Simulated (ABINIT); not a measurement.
Set up this calculation in ABINIT 10.8.3 (patched build), as an ASE script.

| Property | Result |
| --- | --- |
| Task | relaxation of cell and atoms |
| Functional | PBE |
| Dispersion | D3(BJ) |
| Potentials or basis | JTH PAW PBE v2.0 |
| Cutoff | 435 eV |
| k mesh | 11 × 11 × 6 |
| Occupations | fermi-dirac, width 0.05 eV |
| Spin | no spin polarisation |
| Cutoff smearing ecutsm (Ha) | 0.5 |
| Optimiser | BFGS |
| Force threshold (eV/Å) | 0.03 |
| Dispersion computed by | simple-dftd3 1.7.0 |
| Fine-grid cutoff | 870.764 eV |

Crystal: Pt.

```
Pt
1.0
     2.76067    0.00000    0.00000
    -1.38033    2.39081    0.00000
     0.00000    0.00000    4.79213
Pt
2
Direct
  0.33333 0.66667 0.25000
  0.66667 0.33333 0.75000
```

This isn't the form of Pt at room conditions, which is fcc.

The input as run:

run.py

```python
import json, os
import numpy as np
from ase.constraints import FixSymmetry
from ase.optimize import BFGS
from ase.filters import FrechetCellFilter
from ase.units import GPa
from ase.calculators.mixing import SumCalculator
from dftd3.ase import DFTD3
from ase.calculators.abinit import Abinit, AbinitProfile
from ase import Atoms

atoms = Atoms(['Pt', 'Pt'],
              cell=[[2.7606656158, 0.0, 0.0], [-1.3803328079, 2.3908065546, 0.0], [0.0, 0.0, 4.792134]],
              scaled_positions=[[0.3333333333, 0.6666666667, 0.25], [0.6666666667, 0.3333333333, 0.75]],
              pbc=True)

profile = AbinitProfile(command='abinit', pp_paths=[os.path.abspath('pseudos')])
params = dict(
    pps='pawxml', xc='PBE',
    chksymtnons=0,
    tolsym=1e-05,
    ecut=435.3822,
    pawecutdg=870.7644,
    pawxcdev=0,
    pawovlp=-1,
    kptopt=1,
    ngkpt=[11, 11, 6],
    nshiftk=1,
    shiftk=[0.0, 0.0, 0.0],
    ixc=11,
    nband=14,
    occopt=3,
    tsmear=0.05,
    nstep=100,
    tolvrs=1e-09,
    prtwf=0,
    prtden=0,
    ecutsm=0.5,
)

atoms.calc = SumCalculator([Abinit(profile=profile, directory='run', **params), DFTD3(method='pbe', damping='d3bj')])
atoms.set_constraint(FixSymmetry(atoms, symprec=1e-4))
opt = BFGS(FrechetCellFilter(atoms), trajectory='opt.traj')
converged = opt.run(fmax=0.03, steps=30)
print('converged', converged)
print('cell (A)', np.round(atoms.cell[:], 5).tolist())
energy = atoms.get_potential_energy()
forces = atoms.get_forces()
stress = atoms.get_stress()
print(f'energy {energy:.6f} eV')
print('forces (eV/A)')
print(np.round(forces, 5))
print('stress (GPa, Voigt, tension positive)', np.round(stress / GPa, 4))
json.dump(dict(energy=energy, forces=forces.tolist(), stress=stress.tolist(), cell=atoms.cell.tolist(), frac=atoms.get_scaled_positions(wrap=False).tolist()), open('results.json', 'w'))
```

Potentials or basis: JTH PAW PBE v2.0.

Command:

```console
$ python run.py
```

Results of the run:

The relaxed volume is 15.31 Å³/atom. The relaxed cell is a = 2.744 Å, b = 2.744 Å, c = 4.696 Å, α = 90.00°, β = 90.00°, γ = 120.00°, the space group after relaxing (to 0.05 Å) is P6_3/mmc (No. 194) and the energy gained by relaxing is 13.9 meV/atom. The ionic steps are 5 and the pressure after relaxing is 0.0 GPa. The band gap on the k mesh is none (metal or under the smearing width), the valence electrons inside the program's atomic spheres are Pt 8.60 (radii [1.3315] Å) and the dispersion energy per atom is -0.766 eV.

Caveat: the log and the count of SCF iterations are those of the last ABINIT call alone; pairwise dispersion overbinds metals, which lowers pressure and volume.

Wall time 2.3 min on 1 thread of Arm Neoverse V1, on a shared host, peak memory 0.11 GiB.
